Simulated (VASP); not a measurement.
Shape and ions are relaxed at each volume.

Consider the following.

Space group P6/mmm (No. 191); a = 3.6169 Å, b = 3.6169 Å, c = 3.8527 Å, α = 90.00°, β = 90.00°, γ = 120.00°

| atom | site | symmetry | x | y | z |
|---|---|---|---|---|---|
| Li | 2c | -6m2 | 0.3333 | 0.6667 | 0.0000 |
| Li | 1b | 6/mmm | 0.0000 | 0.0000 | 0.5000 |
| N | 1a | 6/mmm | 0.0000 | 0.0000 | 0.0000 |

Calculation: PBEsol GGA, VASP's PBE PAW potentials (set 64) (plane waves; VASP). Numerical set-up: 520 eV cut-off, 7×7×6 Γ-centred mesh, Gaussian smearing of 0.050 eV, potentials Li_sv N.

Give the energy at these volumes per atom, relative to the lowest: 10.22, 10.54, 10.87, 11.19, 11.52 Å³.

8.4, 2.2, 0.0, 1.2, 5.3 meV/atom. A third-order Birch-Murnaghan fit gives B0 = 55.0 GPa and B0′ = 3.8.

The compound is Li3N in the alpha structure. It was relaxed first.
